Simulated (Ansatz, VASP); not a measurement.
Li2O in VASP and in Ansatz

```
Li O
1.0
     0.00000    2.31303    2.31303
     2.31303    0.00000    2.31303
     2.31303    2.31303    0.00000
Li O
2 1
Direct
  0.25000 0.25000 0.25000
  0.75000 0.75000 0.75000
  0.00000 0.00000 0.00000
```

Alike in both runs: task single point; functional r2SCAN; k mesh 8 × 8 × 8; occupations gaussian, width 0.02 eV; no spin polarisation.

|  | VASP | Ansatz |
| --- | --- | --- |
| version | VASP 6.6.1 | Ansatz 0.2.0 |
| potentials or method | VASP PAW PBE potentials, release 64 (Li_sv, O) | scalar-relativistic, plane waves, PAW |
| plane-wave cutoff (eV) | 520 | 500 |
| valence electrons in the cell | 12 | 12 |

Ansatz gave:

| Quantity | Value |
| --- | --- |
| gap on the k mesh at the Fermi level (eV) | 5.69 |
| least direct gap on the mesh (eV) | 5.93 |

**Question.** Which values does VASP return?

**Answer.** gap on the k mesh at the Fermi level (eV): 5.66; least direct gap on the mesh (eV): 6.06.

Caveats: the PAW data sets were made with another functional, which shifts forces and pressure a little (VASP). r2SCAN opens gaps a little over a GGA but as a rule still falls short of measured ones. A k mesh can miss the band edges.
